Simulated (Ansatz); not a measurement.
All numbers below come from Ansatz 0.2.0, DFT PBE, scalar-relativistic, plane waves, PAW. Settings: cutoff 420 eV, Γ-centred meshes spaced at most about 0.3 Å⁻¹, and about 0.25 Å⁻¹ or finer for metals (2π included), Gaussian smearing. No spin polarisation in the final relaxations.

These are static total energies at zero pressure.

Compare these two cells of Sn, each relaxed at this level.

A.

```xyz
1
Lattice="-2.0033 2.0033 1.7297 2.0033 -2.0033 1.7297 2.0033 2.0033 -1.7297" Properties=species:S:1:pos:R:3 pbc="T T T"
Sn    0.0000    0.0000    1.7297
```

B.

```xyz
1
Lattice="3.2679 0.0000 0.0000 -1.6340 2.8301 0.0000 0.0000 0.0000 3.0726" Properties=species:S:1:pos:R:3 pbc="T T T"
Sn    0.0000    0.0000    1.5363
```

Question: Which form is favoured at zero pressure, and by what margin per atom?

Answer: B is lower, by 21 meV/atom. A has space group I4/mmm (No. 139), 27.8 Å³/atom and no gap on its mesh; B has the simple hexagonal type, space group P6/mmm (No. 191), 28.4 Å³/atom and no gap. Counting all near atoms (those within 1.25 times the shortest distance at each site; a plus sign parts nearer from farther groups), A has Sn 10+4 and B has Sn 8. In A, Sn has 10 Sn at 3.32–3.46 Å and 4 Sn at 4.01 Å. In B, Sn has 2 Sn at 3.07 Å and 6 Sn at 3.27 Å. Both come from invented guesses. The part of the Crystallography Open Database at hand lists Sn in space groups No. 15, 139, 141, 225, 227; sharing a group (I4/mmm) doesn't make a cell the listed structure.

Cells relaxed within their symmetry can be saddle points.
